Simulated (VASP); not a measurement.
# LiH in VASP: notebook

Runs on LiH. Level: PBE. Tasks: single point.

All numbers are computed with VASP 6.6.1; they aren't measurements. Logs are shortened: lines on timing, memory, paths and dates and some standing lists are left out, and cuts for length are marked.

### Step 1. The structure

The cell holds a sheet with vacuum, 4 atoms: a = 2.762 Å, b = 2.762 Å, c = 29.137 Å, α = 90.00°, β = 90.00°, γ = 90.00°.

The cell was built by a generator and needn't be a form met in nature.

### Step 2. Single point, PBE

INCAR reads:

```
PREC     = Accurate       # precision mode
ENCUT    = 520            # plane-wave cutoff, eV
EDIFF    = 1E-7           # SCF threshold, eV
ISMEAR   = 0              # smearing method
SIGMA    = 0.02           # smearing width, eV
LREAL    = F              # projectors in reciprocal space
LASPH    = T              # aspherical terms in the spheres
NELM     = 80             # most SCF steps
ALGO     = Normal         # electronic algorithm
ISIF     = 2              # what is computed and relaxed
LWAVE    = F              # write WAVECAR
LCHARG   = F              # write CHGCAR
LDIPOL   = T            
IDIPOL   = 3            
DIPOL    = 0.5 0.5 0.292
GGA      = PE             # functional
NBANDS   = 12             # bands
```

KPOINTS reads:

```
Automatic mesh
0
Gamma
  10 10 1
```

POSCAR reads:

```
LiH
1.0
    2.7617105043      0.0000000000      0.0000000000
    0.0000000000      2.7617105043      0.0000000000
    0.0000000000      0.0000000000     29.1370357600
Li H
2 2
Direct
    0.5000000000      0.0000000000      0.2590059405
    0.0000000000      0.5000000000      0.3244439388
    0.5000000000      0.0000000000      0.3264380973
    0.0000000000      0.5000000000      0.2570117821
```

Potentials or basis: VASP PAW PBE potentials, release 64 (Li_sv, H).

Command:

```console
> cat potpaw_PBE.64/Li_sv/POTCAR potpaw_PBE.64/H/POTCAR > POTCAR
> mpirun -np 1 vasp_std > vasp.out
```

OUTCAR:

```text
PREC = Accurate
   ENCUT = 520
   EDIFF = 1E-7
   ISMEAR = 0
   LREAL = F
   LASPH = T
   NELM = 80
   ISIF = 2
   GGA = PE

 ion  position               nearest neighbor table
   1  0.500  0.000  0.259-
   2  0.000  0.500  0.324-
   3  0.500  0.000  0.326-
   4  0.000  0.500  0.257-

  LATTYP: Found a simple tetragonal cell.
 ALAT       =     2.7617105043
 C/A-ratio  =    10.5503584516

  Lattice vectors:

 A1 = (   2.7617105043,   0.0000000000,   0.0000000000)
 A2 = (   0.0000000000,   2.7617105043,   0.0000000000)
 A3 = (   0.0000000000,   0.0000000000,  29.1370357600)

Analysis of symmetry for initial positions (statically):
=====================================================================
 Subroutine PRICEL returns:
 Original cell was already a primitive cell.

 Routine SETGRP: Setting up the symmetry group for a
 simple tetragonal supercell.

 Subroutine GETGRP returns: Found 16 space group operations
 (whereof  4 operations were pure point group operations)
 out of a pool of 16 trial point group operations.

The static configuration has the point symmetry C_2v.
 The point group associated with its full space group is D_4h.

Analysis of symmetry for dynamics (positions and initial velocities):
=====================================================================
 Subroutine PRICEL returns:
 Original cell was already a primitive cell.

 Routine SETGRP: Setting up the symmetry group for a
 simple tetragonal supercell.

 Subroutine GETGRP returns: Found 16 space group operations
 (whereof  4 operations were pure point group operations)
 out of a pool of 16 trial point group operations.

The dynamic configuration has the point symmetry C_2v.
 The point group associated with its full space group is D_4h.

 Subroutine INISYM returns: Found 16 space group operations
 (whereof  4 operations are pure point group operations),
 and found     1 'primitive' translations

----------------------------------------------------------------------------------------

                                     Primitive cell

  volume of cell :     222.2295

  direct lattice vectors                    reciprocal lattice vectors
     2.761710504  0.000000000  0.000000000     0.362094433  0.000000000  0.000000000
     0.000000000  2.761710504  0.000000000     0.000000000  0.362094433  0.000000000
     0.000000000  0.000000000 29.137035760     0.000000000  0.000000000  0.034320581

  length of vectors
     2.761710504  2.761710504 29.137035760     0.362094433  0.362094433  0.034320581

  position of ions in fractional coordinates (direct lattice)
     0.500000000  0.000000000  0.259005941
[... 101 lines left out ...]
  Thomas-Fermi vector in A             =   1.567735
   LORBIT       =      0    0 simple, 1 ext, 2 COOP (PROOUT), +10 PAW based schemes
   GGA     = PE    functional components
   LHFCALC =     F    Hartree Fock is set to
   AEXX    =    0.0000 exact exchange contribution
   IVDW    =     0    specifies the selected vdW correction
   LEPSILON=     F    determine dielectric tensor
   LRPA    =     F    only Hartree local field effects (RPA)
 non-spin polarized calculation
 Gauss-broadening in eV      SIGMA  =   0.02
  energy-cutoff  :      520.00
  volume of cell :      222.23
 maximum number of plane-waves:      6032
 NGX is ok and might be reduce to    24
   NGX = 11   NGY = 11   NGZ =109

 dipolmoment           0.000000      0.000000     -0.000016 electrons x Angstroem

 number of electron       8.0000010 magnetization

 dipolmoment           0.000000      0.000000      0.000001 electrons x Angstroem

 Free energy of the ion-electron system (eV)
  ---------------------------------------------------
  ext. energy  EPLUGINS =         0.00000000
  ---------------------------------------------------
  free energy    TOTEN  =       -11.94221685 eV

  energy without entropy =      -11.94221685  energy(sigma->0) =      -11.94221685

 E-fermi :  -3.0880     XC(G=0):  -1.6493

 val. band max:       -3.2968034132   @ k =   0.5000   0.5000   0.0000
 cond. band min:      -1.2482193208   @ k =   0.0000   0.0000   0.0000
 fundamental gap:      2.0485840924
 Fermi energy:        -3.0879518778

 k-point     1 :       0.0000    0.0000    0.0000
  band No.  band energies     occupation
      1     -48.0876      2.00000
      2     -48.0434      2.00000
      3      -8.2837      2.00000
      4      -5.9850      2.00000
      5      -1.2482      0.00000
      6       0.1774      0.00000
      7       0.6628      0.00000
      8       1.0288      0.00000
      9       1.0979      0.00000
     10       1.9753      0.00000
     11       2.0494      0.00000
     12       3.3505      0.00000
[... 286 lines left out ...]
 k-point    21 :       0.5000    0.5000    0.0000
  band No.  band energies     occupation
      1     -48.0262      2.00000
      2     -48.0262      2.00000
      3      -3.2968      2.00000
      4      -3.2968      2.00000
      5       0.4931      0.00000
      6       0.4931      0.00000
      7       3.8471      0.00000
      8       3.8471      0.00000
      9       7.6849      0.00000
     10       7.6850      0.00000
     11       8.5690      0.00000
     12       8.5692      0.00000

------------------------ aborting loop because EDIFF is reached ----------------------------------------

 vacuum level on the upper side and lower side of the slab       (xc-potential included)        -0.008        -0.008

  FORCE on cell =-STRESS in cart. coord.  units (eV):
  Direction    XX          YY          ZZ          XY          YZ          ZX
  --------------------------------------------------------------------------------------
  -------------------------------------------------------------------------------------
  Total       -0.0498321     -0.0498321     -0.0565248     -0.0000000      0.0000000      0.0000000
  in kB       -0.3592680     -0.3592680     -0.4075189     -0.0000000      0.0000000      0.0000000
  external PRESSURE =      -0.3753516 kB  Pullay stress =       0.0000000 kB

 VOLUME and BASIS-vectors are now :
 -----------------------------------------------------------------------------
  energy-cutoff  :      520.00
  volume of cell :      222.23
      direct lattice vectors                 reciprocal lattice vectors
     2.761710504  0.000000000  0.000000000     0.362094433  0.000000000  0.000000000
     0.000000000  2.761710504  0.000000000     0.000000000  0.362094433  0.000000000
     0.000000000  0.000000000 29.137035760     0.000000000  0.000000000  0.034320581

 POSITION                                       TOTAL-FORCE (eV/Angst)
 -----------------------------------------------------------------------------------
      1.38086      0.00000      7.54667         0.000000      0.000000     -0.001566
      0.00000      1.38086      9.45333        -0.000000     -0.000000      0.001566
      1.38086      0.00000      9.51144        -0.000000      0.000000     -0.004539
      0.00000      1.38086      7.48856        -0.000000      0.000000      0.004539
 -----------------------------------------------------------------------------------
    total drift:                                0.000000      0.000000     -0.000005

  FREE ENERGIE OF THE ION-ELECTRON SYSTEM (eV)
  ---------------------------------------------------
  free  energy   TOTEN  =       -11.9422168533 eV

  energy  without entropy=      -11.9422168533  energy(sigma->0) =      -11.94221685

 vacuum level on the upper side and lower side of the slab         0.642         0.642
```

Run time: 63 s. Hardware: 1 thread of Intel Xeon 6975P-C (Granite Rapids), shared host; peak memory 0.35 GiB.

Results:

```
Free energy            : -11.9422 eV
Largest force          : 0.005 eV/Å
Band gap on the k mesh : 2.05 eV, indirect (least direct gap 3.79 eV)
```

Forces on the atoms (eV/Å):
```
Li   0.000  0.000 -0.002
Li   0.000  0.000  0.002
H    0.000  0.000 -0.005
H    0.000  0.000  0.005
```

Caveat: the cutoff is under 1.25 times the usual one of these potentials, so pressure, stress and relaxed cells hold a basis-set (Pulay) error.

### Step 3. Single point, PBE

INCAR reads:

```
SYSTEM = LiH
  PREC = Accurate
  ENCUT = 520
  EDIFF = 1E-6
  ISMEAR = 0
  SIGMA = 0.02
  LREAL = .False.
  LASPH = .True.
  NELM = 60
  ALGO = Normal
  ISIF = 2
  LWAVE = .False.
  LCHARG = .False.
  LDIPOL = .True.
  IDIPOL = 3
  DIPOL = 0.5 0.5 0.292
  GGA = PE
  NBANDS = 12
```

KPOINTS reads:

```
regular mesh
0
Gamma
  10 10 1
  0 0 0
```

POSCAR is that of step 2.

Potentials or basis: VASP PAW PBE potentials, release 64 (Li_sv, H).

Command:

```console
> cat potpaw_PBE.64/Li_sv/POTCAR potpaw_PBE.64/H/POTCAR > POTCAR
> mpirun -np 1 vasp_std > vasp.out
```

Run time: 41 s. Hardware: 1 thread of Intel Xeon 6975P-C (Granite Rapids), shared host; peak memory 0.35 GiB.

The run converged. Its results:

- Free energy: -11.9422 eV
- Largest force: 0.005 eV/Å
- Band gap on the k mesh: 2.05 eV, indirect (least direct gap 3.79 eV)

Forces on the atoms (eV/Å):
```
Li   0.000  0.000 -0.002
Li   0.000  0.000  0.002
H    0.000  0.000 -0.005
H    0.000  0.000  0.005
```

Levels at points of the mesh, in eV from the valence-band top:
```csv
k point,band 1,band 2,band 3,band 4,band 5,band 6,band 7,band 8
"(0.00, 0.00, 0.00)",-44.79,-44.75,-4.99,-2.69,2.05,3.47,3.95,4.31
"(0.50, 0.00, 0.00)",-44.75,-44.75,-2.76,-2.76,5.19,5.19,7.00,7.00
"(0.50, 0.50, 0.00)",-44.73,-44.73,0.00,0.00,3.79,3.79,7.14,7.14
```

Caveat: the cutoff is under 1.25 times the usual one of these potentials, so pressure, stress and relaxed cells hold a basis-set (Pulay) error.

### Step 4. Single point, PBE

This run uses another cell than the first one, of 55.72 Å³/atom, 1.003 times its volume.

INCAR reads:

```
PREC = Accurate
ENCUT = 520
EDIFF = 1E-7
ISMEAR = 0
SIGMA = 0.02
LREAL = False
LASPH = True
NELM = 60
ALGO = Fast
ISIF = 2
LWAVE = False
LCHARG = True
LDIPOL = True
IDIPOL = 3
DIPOL = 0.5 0.5 0.292
GGA = PE
LELF = True
LVHAR = True
LVACPOTAV = True
NBANDS = 12
```

KPOINTS reads:

```
Automatic mesh
0
Gamma
  10 10 1
```

POSCAR reads:

```
LiH
1.0
    2.7657090011      0.0000000000      0.0000000000
    0.0000000000      2.7657090011      0.0000000000
    0.0000000000      0.0000000000     29.1370357600
Li H
2 2
Direct
    0.5000000000      0.0000000000      0.2588256810
    0.0000000000      0.5000000000      0.3246241983
    0.5000000000      0.0000000000      0.3262485756
    0.0000000000      0.5000000000      0.2572013038
```

Command:

```console
> cat potpaw_PBE.64/Li_sv/POTCAR potpaw_PBE.64/H/POTCAR > POTCAR
> mpirun -np 1 vasp_std > vasp.out
```

Run time: 1.9 min. Hardware: 1 thread of Intel Xeon 6975P-C (Granite Rapids), shared host; peak memory 0.34 GiB.

It converged, with:

* Free energy: -11.9420 eV
* Largest force: 0.026 eV/Å
* Band gap on the k mesh: 2.04 eV, indirect (least direct gap 3.80 eV)
* Ionisation potential of the upper face: 3.92 eV

Forces in eV/Å, atoms in the order of the input:
```
Li   0.000  0.000  0.026
Li   0.000  0.000 -0.026
H    0.000  0.000  0.019
H    0.000  0.000 -0.019
```

Levels at points of the mesh, in eV from the valence-band top:
| k point | band 1 | band 2 | band 3 | band 4 | band 5 | band 6 | band 7 | band 8 |
| --- | --- | --- | --- | --- | --- | --- | --- | --- |
| (0.00, 0.00, 0.00) | -44.79 | -44.75 | -4.98 | -2.66 | 2.04 | 3.45 | 3.94 | 4.30 |
| (0.50, 0.00, 0.00) | -44.75 | -44.75 | -2.75 | -2.75 | 5.18 | 5.18 | 6.98 | 6.98 |
| (0.50, 0.50, 0.00) | -44.73 | -44.73 | 0.00 | 0.00 | 3.80 | 3.80 | 7.12 | 7.12 |

Caveat: the cutoff is under 1.25 times the usual one of these potentials, so pressure, stress and relaxed cells hold a basis-set (Pulay) error. A hybrid or GW would open this gap; PBE tends to underestimate it.
